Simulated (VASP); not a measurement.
# InP (F-43m) in VASP: further runs, part 2 of 2

VASP 6.6.1. The steps go on from the part before.

### Step 3. Relaxation of cell and atoms, PBEsol, target pressure 9 GPa, at which the enthalpy is minimised

This run uses another cell than the first one, of 25.39 Å³/atom, 1.111 times its volume.

The input, INCAR:

```
SYSTEM = InP
ALGO = Normal ; EDIFF = 1E-6
EDIFFG = -0.001 ; ENCUT = 600
GGA = PS ; IBRION = 2
ISIF = 3 ; ISMEAR = 0
LASPH = .True. ; LCHARG = .False.
LREAL = .False. ; LWAVE = .False.
NELM = 100 ; NSW = 80
PREC = Accurate ; PSTRESS = 90.0
SIGMA = 0.01
```

The input, KPOINTS:

```
k-points
0
Gamma
  10 10 10
  0 0 0
```

The input, POSCAR:

```
InP
1.0
    0.0000000000      2.9390910331      2.9390910331
    2.9390910331      0.0000000000      2.9390910331
    2.9390910331      2.9390910331      0.0000000000
In P
1 1
Direct
    0.0000000000      0.0000000000      0.0000000000
    0.7500000000      0.7500000000      0.7500000000
```

Potentials or basis: VASP PAW PBE potentials, release 64 (In_d, P).

On the command line:

```
cat potpaw_PBE.64/In_d/POTCAR potpaw_PBE.64/P/POTCAR > POTCAR
mpirun -np 1 vasp_std > vasp.out
```

OUTCAR:

```text
SYSTEM = InP
   EDIFF = 1E-6
   EDIFFG = -0.001
   ENCUT = 600
   GGA = PS
   IBRION = 2
   ISIF = 3
   ISMEAR = 0
   LASPH = .True.
   LREAL = .False.
   NELM = 100
   NSW = 80
   PREC = Accurate
   PSTRESS = 90.0

 ion  position               nearest neighbor table
   1  0.000  0.000  0.000-   2 2.55   2 2.55   2 2.55   2 2.55
   2  0.750  0.750  0.750-   1 2.55   1 2.55   1 2.55   1 2.55

  LATTYP: Found a face centered cubic cell.
 ALAT       =     5.8781820662

  Lattice vectors:

 A1 = (   0.0000000000,   2.9390910331,   2.9390910331)
 A2 = (   2.9390910331,   0.0000000000,   2.9390910331)
 A3 = (   2.9390910331,   2.9390910331,   0.0000000000)

Analysis of symmetry for initial positions (statically):
=====================================================================
 Subroutine PRICEL returns:
 Original cell was already a primitive cell.

 Routine SETGRP: Setting up the symmetry group for a
 face centered cubic supercell.

 Subroutine GETGRP returns: Found 24 space group operations
 (whereof 24 operations were pure point group operations)
 out of a pool of 48 trial point group operations.

The static configuration has the point symmetry T_d .

Analysis of symmetry for dynamics (positions and initial velocities):
=====================================================================
 Subroutine PRICEL returns:
 Original cell was already a primitive cell.

 Routine SETGRP: Setting up the symmetry group for a
 face centered cubic supercell.

 Subroutine GETGRP returns: Found 24 space group operations
 (whereof 24 operations were pure point group operations)
 out of a pool of 48 trial point group operations.

The dynamic configuration has the point symmetry T_d .

 Subroutine INISYM returns: Found 24 space group operations
 (whereof 24 operations are pure point group operations),
 and found     1 'primitive' translations

----------------------------------------------------------------------------------------

                                     Primitive cell

  volume of cell :      50.7772

[... 125 lines left out ...]
 NGX is ok and might be reduce to    36
   NGX = 17   NGY = 17   NGZ = 17

--------------------------------------- Ionic step        1  -------------------------------------------

 number of electron      17.9999998 magnetization

 Free energy of the ion-electron system (eV)
  ---------------------------------------------------
  ext. energy  EPLUGINS =         0.00000000
  ---------------------------------------------------
  free energy    TOTEN  =        -9.15706701 eV

  energy without entropy =       -9.15706701  energy(sigma->0) =       -9.15706701

------------------------ aborting loop because EDIFF is reached ----------------------------------------

  FORCE on cell =-STRESS in cart. coord.  units (eV):
  Direction    XX          YY          ZZ          XY          YZ          ZX
  --------------------------------------------------------------------------------------
  -------------------------------------------------------------------------------------
  Total        0.0076006      0.0076006      0.0076006     -0.0000000     -0.0000000      0.0000000
  in kB        0.2398226      0.2398226      0.2398226     -0.0000000     -0.0000000      0.0000000
  external PRESSURE =     -89.7601774 kB  Pullay stress =      90.0000000 kB
[... 25 lines left out ...]
--------------------------------------- Ionic step        2  -------------------------------------------

 number of electron      18.0000001 magnetization

 E-fermi :   7.6896     XC(G=0): -10.4110

 val. band max:        7.6343429068   @ k =   0.0000   0.0000   0.0000
 cond. band min:       8.8447495443   @ k =   0.5000   0.5000   0.0000
 fundamental gap:      1.2104066375
 Fermi energy:         7.6895645375

 k-point     1 :       0.0000    0.0000    0.0000
  band No.  band energies     occupation
      1      -7.1572      2.00000
      2      -7.1572      2.00000
      3      -7.1572      2.00000
      4      -6.8678      2.00000
      5      -6.8678      2.00000
      6      -5.5520      2.00000
      7       7.6343      2.00000
      8       7.6343      2.00000
      9       7.6343      2.00000
     10       9.2960      0.00000
     11      11.5391      0.00000
     12      11.5391      0.00000
     13      11.5391      0.00000
[... 443 lines left out ...]
--------------------------------------- Ionic step        4  -------------------------------------------

 number of electron      17.9999998 magnetization

 Free energy of the ion-electron system (eV)
  ---------------------------------------------------
  ext. energy  EPLUGINS =         0.00000000
  ---------------------------------------------------
  free energy    TOTEN  =        -9.02715426 eV

  energy without entropy =       -9.02715426  energy(sigma->0) =       -9.02715426

 E-fermi :   6.2625     XC(G=0):  -9.9119

 val. band max:        6.2155751419   @ k =   0.0000   0.0000   0.0000
 cond. band min:       7.3421865055   @ k =   0.0000   0.0000   0.0000
 fundamental gap:      1.1266113636
 Fermi energy:         6.2624912965

 k-point     1 :       0.0000    0.0000    0.0000
  band No.  band energies     occupation
      1      -8.1787      2.00000
      2      -8.1787      2.00000
      3      -8.1787      2.00000
      4      -7.9684      2.00000
      5      -7.9684      2.00000
      6      -6.0496      2.00000
      7       6.2156      2.00000
      8       6.2156      2.00000
      9       6.2156      2.00000
     10       7.3422      0.00000
     11      10.2054      0.00000
     12      10.2054      0.00000
     13      10.2054      0.00000
[... 401 lines left out ...]
  energy  without entropy=       -9.0271542560  energy(sigma->0) =       -9.02715426

  enthalpy is  TOTEN    =        -6.4603154548 eV   P V=        2.5668388012

 reached required accuracy - stopping structural energy minimisation
```

OSZICAR:

```text
N       E                     dE             d eps       ncg     rms          rms(c)
DAV:   1     0.121209873415E+03    0.12121E+03   -0.93823E+03  1222   0.170E+03
[... 35 lines left out ...]
   3 F= -.64602483E+01 E0= -.64602483E+01  d E =-.155520E+00
       N       E                     dE             d eps       ncg     rms          rms(c)
DAV:   1    -0.902789109480E+01    0.46016E-02   -0.17808E-02  1552   0.315E+00    0.188E-01
DAV:   2    -0.902725684067E+01    0.63425E-03   -0.13365E-03  1597   0.103E+00    0.631E-02
DAV:   3    -0.902715397267E+01    0.10287E-03   -0.30647E-04  1612   0.447E-01    0.389E-02
DAV:   4    -0.902715427486E+01   -0.30220E-06   -0.15777E-05  1267   0.435E-02    0.283E-02
DAV:   5    -0.902715425604E+01    0.18823E-07   -0.17422E-06  1247   0.154E-02
   4 F= -.64603155E+01 E0= -.64603155E+01  d E =-.155587E+00
```

Run time: 5.4 min. Hardware: 1 thread of AMD EPYC 7R43 (Zen 3), shared host; peak memory 0.19 GiB.

What came out:

```
Free energy                                            : -9.0272 eV
Relaxed volume                                         : 22.85 Å³/atom
Relaxed cell                                           : a = 4.013 Å, b = 4.013 Å, c = 4.013 Å, α = 60.00°, β = 60.00°, γ = 60.00°
Space group after relaxing (to 0.05 Å)                 : F-43m (No. 216)
Energy change on relaxing (the enthalpy is what falls) : +65.0 meV/atom
Ionic steps                                            : 4
Pressure after relaxing                                : 9.0 GPa
Band gap on the k mesh                                 : 1.13 eV, direct
```

The path:
```
step  energy change (eV)  largest force (eV/Å)  pressure (GPa)  volume (Å³)
   1              0.0000                0.0000            0.02        50.78
   2              0.5797                0.0000           23.09        41.03
   3              0.1246                0.0000            8.77        45.79
   4              0.1299                0.0000            9.00        45.69
```

Final structure:
```xyz
2
Lattice="0.0000 2.8376 2.8376 2.8376 0.0000 2.8376 2.8376 2.8376 0.0000" Properties=species:S:1:pos:R:3 pbc="T T T"
In    5.6751    5.6751    5.6751
P     4.2563    4.2563    4.2563
```

Caveat: the cell is relaxed towards a set pressure, so the enthalpy falls and the energy may rise; the PAW data sets were made with another functional, which shifts forces and pressure a little; spin-orbit coupling is left out, which moves the levels of the heavy elements. A k mesh can miss the band edges.

### Step 4. Single point, PBEsol (clean slab, lower half held)

The input, INCAR:

```
  PREC = Accurate
  ENCUT = 520
  EDIFF = 1E-7
  ISMEAR = 0
  SIGMA = 0.05
  LREAL = F
  LASPH = T
  NELM = 100
  ALGO = Fast
  ISIF = 2
  LWAVE = F
  LCHARG = F
  LDIPOL = T
  IDIPOL = 3
  DIPOL = 0.5 0.5 0.500
  GGA = PS
  NBANDS = 36
```

The input, KPOINTS:

```
Automatic mesh
0
Gamma
  7 7 1
```

The input, POSCAR:

```
InP
1.0
    4.1565024029      0.0000000000      0.0000000000
    0.0000000000      4.1565024029      0.0000000000
    0.0000000000      0.0000000000     24.3477275878
P In
3 3
Direct
    0.0000000000      0.5000000000      0.3491085552
    0.5000000000      0.0000000000      0.4698217110
    0.0000000000      0.5000000000      0.5907331285
    0.5000000000      0.5000000000      0.4094651331
    0.0000000000      0.0000000000      0.5283833621
    0.5000000000      0.5000000000      0.6529914341
```

Potentials or basis: VASP PAW PBE potentials, release 64 (P, In_d).

On the command line:

```
cat potpaw_PBE.64/P/POTCAR potpaw_PBE.64/In_d/POTCAR > POTCAR
mpirun -np 1 vasp_std > vasp.out
```

Run time: 6.8 min. Hardware: 1 thread of Intel Xeon Platinum 8488C (Sapphire Rapids), shared host; peak memory 0.54 GiB.

It converged, with:

| Quantity | Value |
| --- | --- |
| Free energy | -23.7887 eV |
| Largest force | 0.663 eV/Å |
| Band gap on the k mesh | none (metal or under the smearing width) |

Forces in eV/Å, atoms in the order of the input:
```
P    0.000  0.000  0.327
P    0.000  0.000  0.335
P    0.000  0.000  0.005
In   0.000  0.000 -0.663
In   0.000  0.000 -0.011
In   0.000  0.000  0.007
```

Levels at points of the mesh, in eV from the Fermi level:
```csv
k point,band 25,band 26,band 27,band 28,band 29,band 30
"(0.00, 0.00, 0.00)",-0.98,-0.04,0.33,0.82,1.77,2.26
```

Caveat: the PAW data sets were made with another functional, which shifts forces and pressure a little.

### Step 5. The runs side by side

| task | potentials or basis | cell | k mesh | cutoff (eV) | smearing | dipole correction | target pressure | gap on the mesh (eV) | pressure (GPa) |
| --- | --- | --- | --- | --- | --- | --- | --- | --- | --- |
| single point | VASP PAW PBE potentials, release 64 (In_d, P) | F-43m, 22.85 Å³/atom | 10 × 10 × 10 | 520 | gaussian 0.01 eV | no | - | 1.13 | 8.9 |
| relaxation of cell and atoms | VASP PAW PBE potentials, release 64 (In_d, P) | relaxed to 9 GPa | 10 × 10 × 10 | 600 | gaussian 0.01 eV | no | 9 GPa | 1.13 | 9.0 |
| single point | VASP PAW PBE potentials, release 64 (P, In_d) | clean slab, lower half held | 7 × 7 × 1 | 520 | gaussian 0.05 eV | yes | - | none | - |

Alike in all rows: level PBEsol; no spin polarisation.

Caveats: the PAW data sets were made with another functional, which shifts forces and pressure a little; spin-orbit coupling is left out, which moves the levels of the heavy elements (some runs); the cell is relaxed towards a set pressure, so the enthalpy falls and the energy may rise (some runs).

Total energies depend on the potentials used, so only differences within one code and one set of settings carry meaning.

### Step 6. Against experiment

Step 2. Measured gap of InP: 1.4236 eV (direct; 1.6 K; a printed reference work, data compilation). This calculation gives 1.13 eV (-0.30 eV). Spin-orbit coupling on In is left out. The value is that of PBEsol on a finite k mesh, which can miss the band edges, without temperature or zero-point motion. Semilocal functionals fall short of measured gaps as a rule.
